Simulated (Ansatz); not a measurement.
Crystal: Sb.

```
Sb
1.0
     3.35453    0.00000    0.00000
    -1.67727    2.90511    0.00000
     0.00000    0.00000    5.47016
Sb
2
Direct
  0.66667 0.33333 0.75000
  0.33333 0.66667 0.25000
```

This isn't the form of Sb at room conditions, which is rhombohedral.

* Program: Ansatz 0.2.0
* Task: relaxation of cell and atoms
* Functional: PBEsol0
* Potentials or basis: Ansatz PAW
* Cutoff: 420 eV (not typed: the program's choice for these potentials)
* k mesh: 5 × 5 × 3
* Occupations: fermi-dirac, width 0.05 eV
* Spin: no spin polarisation

At the start: volume 26.65 Å³/atom.

Problem. How do energy, volume and symmetry change on relaxing?

Solution. It ends after 6 steps and the volume is 25.11 Å³/atom (-5.8 %); space group P6_3/mmc (No. 194, to 0.05 Å).

Step by step:
| step | energy change (eV) | largest force (eV/Å) | volume (Å³) |
| --- | --- | --- | --- |
| 1 | 0.0000 | 0.0000 | 53.31 |
| 2 | -0.0270 | 0.0000 | 48.69 |
| 3 | -0.0625 | 0.0000 | 50.51 |
| 4 | -0.0639 | 0.0000 | 50.26 |
| 5 | -0.0639 | 0.0000 | 50.22 |
| 6 | -0.0631 | 0.0000 | 50.22 |

Final structure:
```
CELL_PARAMETERS angstrom
3.25596 0.00000 0.00000
-1.62798 2.81975 0.00000
0.00000 0.00000 5.47008
ATOMIC_POSITIONS crystal
Sb 0.66667 0.33333 0.75000
Sb 0.33333 0.66667 0.25000
```

Caveat: the k mesh is coarse (spacing up to 0.43 Å⁻¹), so the values aren't converged, least of all with exact exchange; the plane-wave basis is chosen anew once the cell has moved, so the energies of steps on either side of that aren't comparable; the PAW data sets come from PBE, with cores solved anew for the run's functional, which leaves a small shift of forces and pressure.
